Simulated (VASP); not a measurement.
Wanted: the native input for a VASP 6.6.1 run.

```yaml
Task: relaxation of cell and atoms
Functional: PBE
Potentials_or_basis: VASP PAW PBE potentials, release 64 (W_sv)
Cutoff: 520 eV
k_mesh: 18 × 18 × 18
Occupations: gaussian, width 1 eV
Spin: no spin polarisation
Further_INCAR_settings: ALGO = Fast; EDIFF = 1e-07; IBRION = 2; EDIFFG = -0.002; NSW = 80; ISIF = 3
```

The structure of W lies in POSCAR:

```
W
1.0
   -1.5823450000      1.5823450000      1.5823450000
    1.5823450000     -1.5823450000      1.5823450000
    1.5823450000      1.5823450000     -1.5823450000
W
1
Direct
    0.0000000000      0.0000000000      0.0000000000
```

One way to write it, as run:

INCAR

```
SYSTEM = W
ALGO = Fast
EDIFF = 1E-7
EDIFFG = -0.002
ENCUT = 520
GGA = PE
IBRION = 2
ISIF = 3
ISMEAR = 0
LASPH = .True.
LCHARG = .False.
LREAL = .False.
LWAVE = .False.
NELM = 60
NSW = 80
PREC = Accurate
SIGMA = 1.0
```

KPOINTS

```
k-points
0
Gamma
  18 18 18
  0 0 0
```

Potentials or basis: VASP PAW PBE potentials, release 64 (W_sv).

Command:

```console
$ cat potpaw_PBE.64/W_sv/POTCAR > POTCAR
$ mpirun -np 1 vasp_std > vasp.out
```

Results of the run:

* Relaxed volume: 16.21 Å³/atom
* Relaxed cell: a = 2.762 Å, b = 2.762 Å, c = 2.762 Å, α = 109.47°, β = 109.47°, γ = 109.47°
* Space group after relaxing (to 0.05 Å): Im-3m (No. 229)
* Energy gained by relaxing: 7.9 meV/atom
* Ionic steps: 4
* Pressure after relaxing: 0.0 GPa
* Band gap on the k mesh: none (metal or under the smearing width)

Run time: 37 s on 1 thread of Intel(R) Xeon(R) 6975P-C (Granite Rapids), on a shared host, peak memory 0.16 GiB.
